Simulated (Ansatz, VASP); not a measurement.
**One calculation of InP, two programs**

```
In P
1.0
     0.00000    2.95198    2.95198
     2.95198    0.00000    2.95198
     2.95198    2.95198    0.00000
In P
1 1
Direct
  0.00000 0.00000 0.00000
  0.25000 0.25000 0.25000
```

The cell is a database's computed one.

Alike in both runs: task relaxation of cell and atoms; functional PBEsol; k mesh 10 × 10 × 10; occupations gaussian, width 0.02 eV; no spin polarisation.

|  | VASP | Ansatz |
| --- | --- | --- |
| version | VASP 6.6.1 | Ansatz 0.2.0 |
| potentials or method | VASP PAW PBE potentials, release 64 (In_d, P) | scalar-relativistic, plane waves, PAW |
| plane-wave cutoff (eV) | 600 | 420 |
| valence electrons in the cell | 18 | 18 |

```tsv
	VASP	Ansatz	Ansatz less VASP
gap on the k mesh at the Fermi level, each at its own relaxed structure (eV)	0.57	0.57	+0.003
relaxed volume (Å³/atom)	25.40	25.39	-0.007
relaxed cell length with the largest relative difference (Å)	4.157	4.157	-0.0004
```

Caveats: the PAW data sets were made with another functional, which shifts forces and pressure a little (VASP); spin-orbit coupling is left out, which moves the levels of the heavy elements.
